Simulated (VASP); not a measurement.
Computed with PBE GGA with D3 dispersion (Becke-Johnson damping), VASP's PBE PAW potentials (set 64) (plane waves; VASP).

VASP input:

File KPOINTS:
```
kpoints
0
Gamma
5 5 7
0 0 0
```

INCAR:
```
# general
SYSTEM  =  MgF2
PREC    =  Accurate
ENCUT   =  520
LREAL   =  .FALSE.
LASPH   =  .TRUE.

# electronic loop
EDIFF   =  1E-7
NELM    =  100
ALGO    =  Normal

# smearing
ISMEAR  =  0
SIGMA   =  0.05

# functional
GGA     =  PE
IVDW    =  12

# ions
IBRION  =  2
NSW     =  30
ISIF    =  4
EDIFFG  =  -0.01

# output
LWAVE   =  .FALSE.
LCHARG  =  .FALSE.
```

File POSCAR:
```
MgF2
1
    4.5486865082     0.0000000000     0.0000000000
    0.0000000000     4.5486865082     0.0000000000
    0.0000000000     0.0000000000     3.0060216982
Mg F
2 4
Direct
  0.0000000000   0.0000000000   0.0000000000
  0.5000000000   0.5000000000   0.5000000000
  0.3027857233   0.3027857233   0.0000000000
  0.8027857233   0.1972142767   0.5000000000
  0.1972142767   0.8027857233   0.5000000000
  0.6972142767   0.6972142767   0.0000000000
```

POTCAR, in this order: Mg F (PBE.64 set). Program: vasp_std.

The run wrote:

OUTCAR:
```
 ion  position               nearest neighbor table
   1  0.000  0.000  0.000-   3 1.95   6 1.95   5 1.97   4 1.97   4 1.97   5 1.97   2 3.55   2 3.55
                             2 3.55   2 3.55   2 3.55   2 3.55   2 3.55   2 3.55
   2  0.500  0.500  0.500-   4 1.95   5 1.95   3 1.97   6 1.97   3 1.97   6 1.97   1 3.55   1 3.55
                             1 3.55   1 3.55   1 3.55   1 3.55   1 3.55   1 3.55
   3  0.303  0.303  0.000-   1 1.95   2 1.97   2 1.97
   4  0.803  0.197  0.500-   2 1.95   1 1.97   1 1.97
   5  0.197  0.803  0.500-   2 1.95   1 1.97   1 1.97
   6  0.697  0.697  0.000-   1 1.95   2 1.97   2 1.97
  LATTYP: Found a simple tetragonal cell.
 ALAT       =     4.5486865082
 C/A-ratio  =     0.6608548848
 Subroutine PRICEL returns:
 Original cell was already a primitive cell.
 Subroutine GETGRP returns: Found 16 space group operations
The static configuration has the point symmetry D_2h.
 The point group associated with its full space group is D_4h.
The dynamic configuration has the point symmetry D_2h.
 Subroutine INISYM returns: Found 16 space group operations
 Subroutine IBZKPT returns following result:
 Found     24 irreducible k-points:

 Following reciprocal coordinates:
            Coordinates               Weight
  0.000000  0.000000  0.000000      1.000000
  0.200000  0.000000  0.000000      4.000000
  0.400000  0.000000  0.000000      4.000000
  0.200000  0.200000  0.000000      4.000000
  0.400000  0.200000  0.000000      8.000000
  0.400000  0.400000  0.000000      4.000000
  0.000000  0.000000  0.142857      2.000000
  0.200000  0.000000  0.142857      8.000000
  0.400000  0.000000  0.142857      8.000000
  0.200000  0.200000  0.142857      8.000000
  0.400000  0.200000  0.142857     16.000000
  0.400000  0.400000  0.142857      8.000000
  0.000000  0.000000  0.285714      2.000000
  0.200000  0.000000  0.285714      8.000000
  0.400000  0.000000  0.285714      8.000000
  0.200000  0.200000  0.285714      8.000000
  0.400000  0.200000  0.285714     16.000000
  0.400000  0.400000  0.285714      8.000000
  0.000000  0.000000  0.428571      2.000000
  0.200000  0.000000  0.428571      8.000000
  0.400000  0.000000  0.428571      8.000000
  0.200000  0.200000  0.428571      8.000000
  0.400000  0.200000  0.428571     16.000000
  0.400000  0.400000  0.428571      8.000000
   k-points           NKPTS =     24   k-points in BZ     NKDIM =     24   number of bands    NBANDS=     20
   number of dos      NEDOS =    301   number of ions     NIONS =      6
   total plane-waves  NPLWV =  31104
   dimension x,y,z NGX =    36 NGY =   36 NGZ =   24
   dimension x,y,z NGXF=    72 NGYF=   72 NGZF=   48
   ions per type =               2   4
   PREC   = accura    normal or accurate (medium, high low for compatibility)
   ISTART =      0    job   : 0-new  1-cont  2-samecut
   ICHARG =      2    charge: 1-file 2-atom 10-const
   ISPIN  =      1    spin polarized calculation?
   LNONCOLLINEAR =      F non collinear calculations
   LSORBIT =      F    spin-orbit coupling
   INIWAV =      1    electr: 0-lowe 1-rand  2-diag
   ENCUT  =  520.0 eV  38.22 Ry    6.18 a.u.   8.46  8.46  5.59*2*pi/ulx,y,z
   NELM   =    100;   NELMIN=  2; NELMDL= -5     # of ELM steps
   EDIFF  = 0.1E-06   stopping-criterion for ELM
   LREAL  =      F    real-space projection
   NLSPLINE    = F    spline interpolate recip. space projectors
   LMAXMIX     =    2 max onsite mixed and CHGCAR
   VOSKOWN=      0    Vosko Wilk Nusair interpolation
   EDIFFG = -.1E-01   stopping-criterion for IOM
   NSW    =     30    number of steps for IOM
   NBLOCK =      1;   KBLOCK =     30    inner block; outer block
   IBRION =      2    ionic relax: 0-MD 1-quasi-New 2-CG
   NFREE  =      1    steps in history (QN), initial steepest desc. (CG)
   ISIF   =      4    stress and relaxation
   ISYM   =      2    0-nonsym 1-usesym 2-fastsym
...
```

### OSZICAR
```
       N       E                     dE             d eps       ncg     rms          rms(c)
DAV:   1     0.199684498050E+03    0.19968E+03   -0.18506E+04   984   0.151E+03
DAV:   2    -0.244442342468E+02   -0.22413E+03   -0.21783E+03  1224   0.342E+02
DAV:   3    -0.338994585014E+02   -0.94552E+01   -0.94329E+01  1128   0.728E+01
DAV:   4    -0.339603101340E+02   -0.60852E-01   -0.60835E-01  1096   0.668E+00
DAV:   5    -0.339606637521E+02   -0.35362E-03   -0.35360E-03  1124   0.517E-01    0.101E+01
DAV:   6    -0.313204783608E+02    0.26402E+01   -0.10870E+01  1092   0.257E+01    0.294E+00
DAV:   7    -0.313446388760E+02   -0.24161E-01   -0.13661E-01  1036   0.260E+00    0.188E+00
DAV:   8    -0.313763254310E+02   -0.31687E-01   -0.47956E-02  1068   0.261E+00    0.178E-01
DAV:   9    -0.313770408063E+02   -0.71538E-03   -0.35863E-03  1128   0.460E-01    0.715E-02
DAV:  10    -0.313772831392E+02   -0.24233E-03   -0.23167E-04  1064   0.137E-01    0.170E-02
DAV:  11    -0.313772825177E+02    0.62150E-06   -0.36236E-05  1108   0.491E-02    0.623E-03
DAV:  12    -0.313772827501E+02   -0.23236E-06   -0.84506E-06  1080   0.239E-02    0.348E-03
DAV:  13    -0.313772825731E+02    0.17696E-06   -0.13023E-06  1068   0.923E-03    0.438E-04
DAV:  14    -0.313772825679E+02    0.52255E-08   -0.16337E-08   600   0.119E-03
   1 F= -.32302207E+02 E0= -.32302207E+02  d E =-.323022E+02
       N       E                     dE             d eps       ncg     rms          rms(c)
DAV:   1    -0.313780135503E+02   -0.73098E-03   -0.52009E-01   960   0.670E+00    0.216E-01
DAV:   2    -0.313785681178E+02   -0.55457E-03   -0.10520E-02  1112   0.878E-01    0.121E-01
DAV:   3    -0.313783106780E+02    0.25744E-03   -0.17741E-04  1092   0.167E-01    0.418E-02
DAV:   4    -0.313782811878E+02    0.29490E-04   -0.94340E-05  1096   0.102E-01    0.823E-03
DAV:   5    -0.313782817357E+02   -0.54785E-06   -0.99060E-06  1028   0.270E-02    0.428E-03
DAV:   6    -0.313782817791E+02   -0.43455E-07   -0.38749E-07  1052   0.652E-03
   2 F= -.32303318E+02 E0= -.32303318E+02  d E =-.111079E-02
       N       E                     dE             d eps       ncg     rms          rms(c)
DAV:   1    -0.313782817741E+02   -0.38436E-07   -0.46814E-02   960   0.201E+00    0.648E-02
DAV:   2    -0.313783317536E+02   -0.49980E-04   -0.94918E-04  1104   0.264E-01    0.363E-02
DAV:   3    -0.313783084884E+02    0.23265E-04   -0.16201E-05  1096   0.503E-02    0.126E-02
DAV:   4    -0.313783057776E+02    0.27109E-05   -0.85603E-06  1096   0.307E-02    0.248E-03
DAV:   5    -0.313783058354E+02   -0.57767E-07   -0.89863E-07  1028   0.801E-03
   3 F= -.32303375E+02 E0= -.32303375E+02  d E =-.116838E-02
```

OUTCAR:
```
------------------------ aborting loop because EDIFF is reached ----------------------------------------
 Edisp (eV)   -0.92507
  FORCE on cell =-STRESS in cart. coord.  units (eV):
  Direction    XX          YY          ZZ          XY          YZ          ZX
  --------------------------------------------------------------------------------------
  Total       2.74726     2.74726     2.77415    -0.00000     0.00000     0.00000
  in kB      70.76943    70.76943    71.46230    -0.00000     0.00000     0.00000
  external pressure =       71.00 kB  Pullay stress =        0.00 kB
  volume of cell :       62.20
      direct lattice vectors                 reciprocal lattice vectors
     4.543355370  0.000000000  0.000000000     0.220101647  0.000000000  0.000000000
    -0.000000000  4.543355370  0.000000000     0.000000000  0.220101647  0.000000000
     0.000000000  0.000000000  3.013080323     0.000000000  0.000000000  0.331886273
 POSITION                                       TOTAL-FORCE (eV/Angst)
 -----------------------------------------------------------------------------------
     -0.00000      0.00000      0.00000         0.000000      0.000000      0.000000
      2.27168      2.27168      1.50654         0.000000      0.000000      0.000000
      1.37216      1.37216      0.00000         0.003237      0.003237     -0.000000
      3.64383      0.89952      1.50654         0.003237     -0.003237      0.000000
      0.89952      3.64383      1.50654        -0.003237      0.003237     -0.000000
      3.17120      3.17120      0.00000        -0.003237     -0.003237      0.000000
 -----------------------------------------------------------------------------------
    total drift:                                0.000000     -0.000000     -0.000000
  FREE ENERGIE OF THE ION-ELECTRON SYSTEM (eV)
  ---------------------------------------------------
  free  energy   TOTEN  =       -32.3033752263 eV

  energy  without entropy=      -32.3033752263  energy(sigma->0) =      -32.30337523

 reached required accuracy - stopping structural energy minimisation
```
(Selected blocks of OUTCAR.)

### CONTCAR
```
MgF2
   1.00000000000000
     4.5433553695577782    0.0000000000000000    0.0000000000000000
    -0.0000000000000000    4.5433553695577782    0.0000000000000000
     0.0000000000000000    0.0000000000000000    3.0130803230448908
  Mg              F
     2     4
Direct
     0.0000000000000000    0.0000000000000000    0.0000000000000000
     0.5000000000000000    0.5000000000000000    0.5000000000000000
     0.3020135970970066    0.3020135970970066    0.0000000000000000
     0.8020135970970066    0.1979864029029934    0.5000000000000000
     0.1979864029029934    0.8020135970970066    0.5000000000000000
     0.6979864029029934    0.6979864029029934    0.0000000000000000
```

The compound is MgF2 in the rutile structure. This cell is one point of a volume scan, at 0.94 of the reference volume. Symmetry was kept, so distortions that lower it aren't found.
